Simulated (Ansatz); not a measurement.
Crystal: Nb.

```
CELL_PARAMETERS angstrom
-1.66395 1.66395 1.66395
1.66395 -1.66395 1.66395
1.66395 1.66395 -1.66395
ATOMIC_POSITIONS crystal
Nb 0.00000 0.00000 0.00000
```

- Program: Ansatz 0.2.0
- Task: relaxation of cell and atoms
- Functional: BLYP
- Dispersion: D3(BJ)
- Potentials or basis: Ansatz PAW
- Cutoff: 420 eV (not typed: the program's choice for these potentials)
- k mesh: 11 × 11 × 11
- Occupations: fermi-dirac, width 0.05 eV
- Spin: no spin polarisation

At the start: volume 18.43 Å³/atom.

Q: Where does the relaxation end?

A: It ends after 5 steps and the volume is 17.11 Å³/atom (-7.1 %); space group Im-3m (No. 229, to 0.05 Å).

Step by step:
```
step  energy change (eV)  largest force (eV/Å)  volume (Å³)
   1              0.0000                0.0000        18.43
   2             -0.0503                0.0000        17.22
   3             -0.0506                0.0000        17.11
   4             -0.0506                0.0000        17.11
   5             -0.0504                0.0000        17.11
```

Final structure:
```
Nb
1.0
    -1.62345    1.62345    1.62345
     1.62345   -1.62345    1.62345
     1.62345    1.62345   -1.62345
Nb
1
Direct
  0.00000 0.00000 0.00000
```

Caveat: the plane-wave basis is chosen anew once the cell has moved, so the energies of steps on either side of that aren't comparable; pairwise dispersion overbinds metals, which lowers pressure and volume; the PAW data sets come from PBE, with cores solved anew for the run's functional, which leaves a small shift of forces and pressure.
